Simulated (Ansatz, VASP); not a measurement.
## Two plane-wave programs on La

```xyz
3
Lattice="5.9403 0.0000 0.0000 -2.9701 5.1444 0.0000 0.0000 0.0000 3.6403" Properties=species:S:1:pos:R:3 pbc="T T T"
La    5.9403    0.0000    0.0000
La    0.0000    3.4296    1.8202
La    2.9701    1.7148    1.8202
```

Alike in both runs: task single point; functional revPBE; k mesh 7 × 7 × 10; occupations fermi-dirac, width 0.1 eV; no spin polarisation.

```csv
,VASP,Ansatz
version,VASP 6.6.1,Ansatz 0.2.0
potentials or method,"VASP PAW PBE potentials, release 64 (La)","plane waves (420 eV) with PAW, scalar-relativistic"
plane-wave cutoff (eV),520,420
valence electrons in the cell,33,33
```

|  | VASP | Ansatz | Ansatz less VASP |
| --- | --- | --- | --- |
| pressure (GPa) | 1.1 | 1.1 | -0.04 |

The functional is the same, so the differences come from potentials, cutoffs and numerics.

Caveats: the PAW data sets were made with another functional, which shifts forces and pressure a little (VASP). The runs have no spin-orbit coupling, so splittings on La are missing.
